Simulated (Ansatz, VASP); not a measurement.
# Two plane-wave programs on Pb

```
Pb
1.0
     3.22858    0.00000    0.00000
     0.00000    3.22858    0.00000
     0.00000    0.00000    3.22858
Pb
1
Direct
  0.00000 0.00000 0.00000
```

Change from the starting cell: volume scaled by 0.975, PAW files.

Alike in both runs: task electric field gradients; functional PBE; k mesh 11 × 11 × 11; occupations fermi-dirac, width 0.08 eV; no spin polarisation.

|  | VASP | Ansatz |
| --- | --- | --- |
| version | VASP 6.6.1 | Ansatz 0.2.0 |
| potentials or method | VASP PAW PBE potentials, release 64 (Pb_d) | PAW with Ansatz's default frozen-core files, scalar-relativistic |
| plane-wave cutoff (eV) | 520 | 420 |
| valence electrons in the cell | 14 | 14 |

```tsv
	VASP	Ansatz	Ansatz less VASP
pressure (GPa)	0.9	0.9	+0.05
Vzz of the field gradient on the site that differs most (V/Å²)	0.0	0.0	0.00
```

With one functional, cell and mesh, what is left measures potentials, basis and numerics. Ansatz warned: «gradients_without_spin_orbit».

The runs have no spin-orbit coupling, so splittings on Pb are missing.
